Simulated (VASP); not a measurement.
A run of VASP 6.6.1 is set up as follows.

File INCAR:

```
PREC     = Accurate       # precision mode
ENCUT    = 600            # plane-wave cutoff, eV
EDIFF    = 1E-7           # SCF threshold, eV
ISMEAR   = 0              # smearing method
SIGMA    = 0.03           # smearing width, eV
LREAL    = False          # projectors in reciprocal space
LASPH    = True           # aspherical terms in the spheres
NELM     = 80             # most SCF steps
ALGO     = Normal         # electronic algorithm
ISIF     = 3              # what is computed and relaxed
LWAVE    = False          # write WAVECAR
LCHARG   = False          # write CHGCAR
GGA      = MK             # functional
LUSE_VDW = True         
AGGAC    = 0.0          
PARAM1   = 0.1234       
PARAM2   = 0.711357     
ZAB_VDW  = -1.8867      
IBRION   = 2              # ionic algorithm
NSW      = 90             # ionic steps
EDIFFG   = -0.005         # ionic threshold
KPAR     = 2
```

KPOINTS

```
regular mesh
0
Gamma
  9 9 5
```

The input POSCAR:

```
HfS2                                    
1.0
    3.6138060678      0.0000000000      0.0000000000
   -1.8069030339      3.1296478590      0.0000000000
   -0.0000000000      0.0000000000      5.8301068998
  Hf              S             
     1     2
Direct
     0.0000000000000000    0.0000000000000000    0.0000000000000000
     0.6666666699999979    0.3333333300000021    0.7507017021241896
     0.3333333300000021    0.6666666699999979    0.2492982978758103
```

Potentials or basis: VASP PAW PBE potentials, release 64 (Hf_pv, S).

The run is started by

```console
$ cat potpaw_PBE.64/Hf_pv/POTCAR potpaw_PBE.64/S/POTCAR > POTCAR
$ mpirun -np 2 vasp_std > vasp.out
```

(1) Predict the band gap on the k mesh.

## Answers

(1) 0.95 eV, indirect (least direct gap 1.85 eV).

Caveat: the relaxation stopped at its first step, so nothing moved; spin-orbit coupling is left out, which moves the levels of the heavy elements; an odd mesh through Γ misses points on the zone boundary, where band edges often lie.
